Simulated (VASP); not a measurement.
Wanted: the native input for a VASP 6.6.1 run.

| Quantity | Value |
| --- | --- |
| Task | relaxation of cell and atoms |
| Functional | PBE |
| Potentials or basis | VASP PAW PBE potentials, release 64 (Si, C) |
| Cutoff | 600 eV |
| k mesh | 10 × 10 × 10 |
| Occupations | gaussian, width 0.03 eV |
| Spin | no spin polarisation |
| Further INCAR settings | ALGO = Normal; EDIFF = 1e-07; IBRION = 2; EDIFFG = -0.005; NSW = 90; ISIF = 3 |

The structure of SiC (Moissanite 3C) lies in POSCAR:

```
SiC                                     
1.0
   -0.0000000000      2.1892433624      2.1892433624
    2.1892433624      0.0000000000      2.1892433624
    2.1892433624      2.1892433624      0.0000000000
  Si              C             
     1     1
Direct
     0.0000000000000000    0.0000000000000000    0.0000000000000000
     0.2500000000000000    0.2500000000000000    0.2500000000000000
```

These files were run (other wordings do the same):

INCAR

```
SYSTEM = SiC
PREC = Accurate
ENCUT = 600
EDIFF = 1E-7
ISMEAR = 0
SIGMA = 0.03
LREAL = .False.
LASPH = .True.
NELM = 80
ALGO = Normal
ISIF = 3
LWAVE = .False.
LCHARG = .False.
GGA = PE
IBRION = 2
NSW = 90
EDIFFG = -0.005
```

KPOINTS

```
regular mesh
0
Gamma
  10 10 10
  0 0 0
```

Potentials or basis: VASP PAW PBE potentials, release 64 (Si, C).

Launch:

```console
$ cat potpaw_PBE.64/Si/POTCAR potpaw_PBE.64/C/POTCAR > POTCAR
$ mpirun -np 1 vasp_std > vasp.out
```

Results of the run:

| Property | Result |
| --- | --- |
| Pressure after relaxing | 0.0 GPa |
| Band gap on the k mesh | 1.37 eV, indirect (least direct gap 4.53 eV) |

Caveat: the relaxation stopped at its first step, so nothing moved.

Wall time 12 s on 1 thread of AMD EPYC 7R13 Processor (Zen 3), on a shared host, peak memory 0.12 GiB.
